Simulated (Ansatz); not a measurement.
CdSe (wurtzite): a one-shot G0W0 calculation in Ansatz (G0W0@PBE with 491 empty bands, a screening cutoff of 150 eV and a 6×6×2 mesh). The cell was relaxed with r2SCAN and then strained, so it isn't that functional's minimum.

input.yaml:
```yaml
crystal:
  lattice:
    - [4.3407236653, 0.0, 0.0]
    - [-2.1703618326, 3.759176965, 0.0]
    - [0.0, 0.0, 7.2181789021]
  atoms:
    - { symbol: Cd, position: [0.3333333333, 0.6666666667, 0.0015566779] }
    - { symbol: Cd, position: [0.6666666667, 0.3333333333, 0.5015566779] }
    - { symbol: Se, position: [0.3333333333, 0.6666666667, 0.3734433221] }
    - { symbol: Se, position: [0.6666666667, 0.3333333333, 0.8734433221] }
kpoints:
  mp_grid: { grid: [6, 6, 2] }
hamiltonian:
  xc: pbe
scf:
  occupations: { method: fixed }
gw:
  n_empty_bands: 491
  ecut_chi: 150
  qp_bands: [v2, c2]
  qp_kpoints: band_edges
  screening: { model: contour_deformation }
```

Wall time 29 s on 1 × NVIDIA H100 80GB HBM3 with 2 threads of AMD EPYC 7R13 Processor (Zen 3), on a shared host, load about 0.6 per core; peak host memory 2.2 GiB.

The output, standing remarks left out:
```
Pseudopotential: Cd, paw, valence charge 20, recommended cutoff 420 eV (normal)
Pseudopotential: Se, paw, valence charge 16, recommended cutoff 420 eV (normal)
Functional definition: PBE
Crystal: 4 atoms, lattice volume = 117.783 Å³
Basis set: ecut = 420 eV, 2311 PW (Γ)
Bands: 44, of which v1, the nominal top of the filled ones, is band 36 counted from 1 (35 counted from 0)
Symmetry: 12 space group operations
Space group: P63mc (ITA 186)
k-points: 14 of 72
preconditioner: auto → Resta (q_TF=auto, 2.513 Å⁻¹)  ε∞=4.0  [insulator: Δε(μ)=0.515 eV  ℏωp=20.5 eV]
SCF converged after 7 iterations
Free energy (F): -27449.576890 eV
Fermi energy:    6.863899 eV
--- Per-component energies (eV) ---
  E_band       = -1818.610599
  E_kinetic    = 1246.031208
  E_local      = -12983.020042
  E_nonlocal   = -1124.343223
  E_hartree    = 6162.318086
  E_xc         = -561.269266
  E_vxc        = -638.735342
  E_paw        = -11989.734503
  E_vpaw       = -643.189276
  E_ewald      = -8199.557937
--- Band table (eV; the first three rows and the last of 14) ---
  k-point 0: bands = […, 2.6771, 6.1873, 6.1873, 6.7439, 6.8639, 6.8639, 7.3954, 9.1250, 12.7777, 12.7777, …]
  k-point 1: bands = […, 4.2337, 4.2337, 6.5105, 6.5105, 6.5105, 6.5105, 9.1641, 9.1641, 12.5722, 12.5722, …]
  k-point 2: bands = […, 2.8287, 5.1946, 5.4940, 5.8955, 6.5700, 6.6860, 8.6889, 10.0394, 12.1147, 12.9962, …]
  k-point 13: bands = […, 2.9714, 2.9714, 4.6067, 4.6067, 5.7500, 5.7500, 10.4460, 10.4460, 12.5629, 12.5629, …]
--- G₀W₀: contour deformation, 8 samples at zero and on the imaginary axis and 1 off it, 72 q-points, 491 empty bands' worth ---
    ik  band        ε_KS         Σx   Σc(E_QP)       V_xc       Z   E_QP_lin       E_QP  E_QP is
     0    35      6.8639   -19.3890     1.7935   -17.0104  0.7096     6.2311     6.2788  root
     0    36      6.8639   -19.3890     1.7935   -17.0104  0.7096     6.2311     6.2788  root
     0    37      7.3954    -9.2742    -3.3873   -12.6503  0.7441     7.3842     7.3842  root
     0    38      9.1250    -8.2848    -3.8516   -12.2172  0.7403     9.2063     9.2058  root
     1    35      6.5105   -18.9283     1.9573   -16.3554  0.7065     5.8392     5.8950  root
     1    36      6.5105   -18.9283     1.9573   -16.3554  0.7065     5.8392     5.8950  root
     1    37      9.1641    -9.1168    -3.7498   -12.9315  0.7356     9.2293     9.2290  root
     1    38      9.1641    -9.1168    -3.7498   -12.9315  0.7356     9.2293     9.2290  root
     2    35      6.5700   -19.1333     1.9934   -16.5248  0.7060     5.8987     5.9548  root
     2    36      6.6860   -19.1744     1.8797   -16.6946  0.7078     6.0341     6.0859  root
     2    37      8.6889   -10.4695    -3.3277   -13.7855  0.7306     8.6772     8.6772  root
     2    38     10.0394    -8.8160    -4.0295   -12.9654  0.7284    10.1606    10.1594  root
     3    35      6.2674   -18.5855     2.0359   -15.9212  0.7038     5.5789     5.6389  root
     3    36      6.2674   -18.5855     2.0359   -15.9212  0.7038     5.5789     5.6389  root
     3    37      9.9336    -9.4896    -3.9798   -13.5807  0.7251    10.0459    10.0450  root
     3    38      9.9336    -9.4896    -3.9798   -13.5807  0.7251    10.0459    10.0450  root
     4    35      6.0356   -18.2270     2.1014   -15.4862  0.7010     5.3324     5.3962  root
     4    36      6.3356   -18.7447     2.0375   -16.0819  0.7038     5.6511     5.7104  root
     4    37      9.6716    -9.2103    -3.9526   -13.2677  0.7266     9.7773     9.7765  root
     4    38     10.3604    -7.7397    -3.9913   -11.8061  0.7340    10.4359    10.4355  root
     5    35      5.8360   -18.0243     2.1854   -15.1895  0.6981     5.1194     5.1866  root
     5    36      5.8360   -18.0243     2.1854   -15.1895  0.6981     5.1194     5.1866  root
     5    37      9.9671    -8.1273    -3.9549   -12.1533  0.7329    10.0385    10.0381  root
     5    38      9.9671    -8.1273    -3.9549   -12.1533  0.7329    10.0385    10.0381  root
     6    35      5.5909   -17.5881     2.2274   -14.7016  0.6964     4.8605     4.9317  root
     6    36      6.1679   -18.5270     2.1020   -15.7896  0.7017     5.4701     5.5324  root
     6    37      9.9246    -8.7195    -4.0504   -12.8941  0.7290    10.0500    10.0488  root
     6    38     10.2551    -7.6716    -3.9065   -11.6302  0.7366    10.3074    10.3072  root
     7    35      5.6399   -17.7661     2.2510   -14.8572  0.6954     4.9118     4.9821  root
     7    36      5.6399   -17.7661     2.2510   -14.8572  0.6954     4.9118     4.9821  root
     7    37      9.7072    -7.7905    -3.8650   -11.7003  0.7378     9.7521     9.7519  root
     7    38      9.7072    -7.7905    -3.8650   -11.7003  0.7378     9.7521     9.7519  root
    13    35      5.7500   -17.9434     2.2154   -15.0754  0.6973     5.0287     5.0973  root
    13    36      5.7500   -17.9434     2.2154   -15.0754  0.6973     5.0287     5.0973  root
    13    37     10.4460    -8.2456    -4.1956   -12.5811  0.7264    10.5875    10.5859  root
    13    38     10.4460    -8.2456    -4.1956   -12.5811  0.7264    10.5875    10.5859  root
```

The rows of the band table are 0: (0, 0, 0) = Γ, 1: (0, 0, -1/2) = A, 2: (0, 1/6, 0), 13: (1/3, 1/3, -1/2) = H.

The points are ik 0 = (0, 0, 0) (Γ), ik 1 = (0, 0, -1/2) (A), ik 2 = (0, 1/6, 0), ik 3 = (0, 1/6, -1/2), ik 4 = (0, 1/3, 0), ik 5 = (0, 1/3, -1/2), ik 6 = (0, -1/2, 0) (M), ik 7 = (0, -1/2, -1/2) (L), ik 13 = (1/3, 1/3, -1/2) (H); band 36 is the last filled one.

Over the mesh points the PBE gap of 0.53 eV becomes a quasiparticle gap of 1.11 eV (direct at Γ), a change of +0.58 eV. Renormalisation factors Z lie between 0.70 and 0.74. No extrapolation in bands, cutoff or mesh was made for G0W0.

No spin polarisation and no zero-point or thermal motion.

Spin-orbit coupling is left out.

For so narrow a gap this mesh doesn't settle the screening, and the bands and cutoff are finite.

With a shallow d shell on the cation, G0W0 converges slowly in bands and cutoff, so these values are in doubt.
